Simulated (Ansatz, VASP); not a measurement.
## W in VASP and in Ansatz

```
W
1.0
    -1.58234    1.58234    1.58234
     1.58234   -1.58234    1.58234
     1.58234    1.58234   -1.58234
W
1
Direct
  0.00000 0.00000 0.00000
```

Alike in both runs: task single point; functional PBE; k mesh 8 × 8 × 8; occupations fermi-dirac, width 0.06 eV; no spin polarisation.

```csv
,VASP,Ansatz
version,VASP 6.6.1,Ansatz 0.2.0
potentials or method,"VASP PAW PBE potentials, release 64 (W_sv), cutoff 520 eV","all-electron LAPW, scalar-relativistic"
```

Ansatz gave:

| Property | Result |
| --- | --- |
| gap on the k mesh at the Fermi level (eV) | none |
| pressure (GPa) | 6.2 |

Q: Estimate VASP's values.

A: gap on the k mesh at the Fermi level (eV): none; pressure (GPa): 6.6.

A gap of «none» marks a metal or a gap that the smearing closes. Ansatz ran all-electron here, so the differences hold the error of VASP's frozen core and of both bases.

Caveats: the k mesh is thin for a metal, which can move the energy by tens of meV per atom (Ansatz). The runs have no spin-orbit coupling, so splittings on W are missing.
